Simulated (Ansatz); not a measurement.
## Bi2Se3: changing the strain (εzz = s)

```xyz
5
Lattice="2.0715 1.1960 9.5453 -2.0715 1.1960 9.5453 0.0000 -2.3920 9.5453" Properties=species:S:1:pos:R:3 pbc="T T T"
Bi    0.0000    0.0000   17.1587
Bi    0.0000    0.0000   11.4773
Se    0.0000    0.0000   22.5738
Se    0.0000    0.0000    6.0622
Se    0.0000    0.0000    0.0000
```

Kept alike: task single point; functional PBE; k mesh 6 × 6 × 6; occupations fermi-dirac, width 0.05 eV; no spin polarisation. Program: Ansatz, Ansatz PAW, cutoff 420 eV. The mesh is that of the run's cell of 5 atoms. No spin-orbit coupling.

```csv
s,band gap (eV),free energy over the lowest row (meV/atom)
-0.04,0.062,37.41
-0.02,0.142,18.20
-0.01,0.181,11.18
0,0.221,5.84
0.01,0.260,2.13
0.02,0.299,0.00
0.04,0.375,0.34
```

The cell shown is the unstrained one; x, y and z are its Cartesian axes; atoms keep their fractions. Spin-orbit coupling, left out here, moves the band edges of heavy atoms and can close or invert small gaps. A gap read on the mesh alone can miss an edge between its points.

Question: What does the strain (εzz = s) change here?

Answer: The band gap rises from 0.062 to 0.375 eV between -0.04 and 0.04. That is +0.039 eV for each per cent of strain near s = 0. The free energy is lowest at 0.02, and 37.41 meV an atom higher at -0.04.
